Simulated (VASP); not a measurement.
## LiF (Griceite): single point with LDA

The system is LiF (Griceite).

```
Li F
1.0
     0.00000    2.01400    2.01400
     2.01400    0.00000    2.01400
     2.01400    2.01400    0.00000
Li F
1 1
Direct
  0.00000 0.00000 0.00000
  0.50000 0.50000 0.50000
```

```yaml
Program: VASP 6.6.1
Task: single point
Functional: LDA
Potentials_or_basis: VASP PAW LDA potentials, release 64 (Li_sv, F)
Cutoff: 520 eV
k_mesh: 8 × 8 × 8
Occupations: gaussian, width 0.03 eV
Spin: no spin polarisation
```

```yaml
Band_gap_on_the_k_mesh: 8.83 eV, direct
```

Levels at points of the mesh, in eV from the valence-band top:
```csv
k point,band 3,band 4,band 5,band 6,band 7,band 8
"(0.00, 0.00, 0.00)",0.00,0.00,0.00,8.83,23.46,23.46
"(0.50, 0.00, 0.00)",-2.58,-0.23,-0.23,10.37,16.38,18.41
"(0.50, 0.50, 0.00)",-3.12,-1.03,-1.03,14.41,16.03,17.13
```

Run time: 3.5 s on 4 MPI ranks on Intel(R) Xeon(R) Platinum 8375C CPU @ 2.90GHz (Ice Lake) (shared host), peak memory 0.11 GiB a rank.

 As with any semilocal functional, this LDA gap is likely too small.
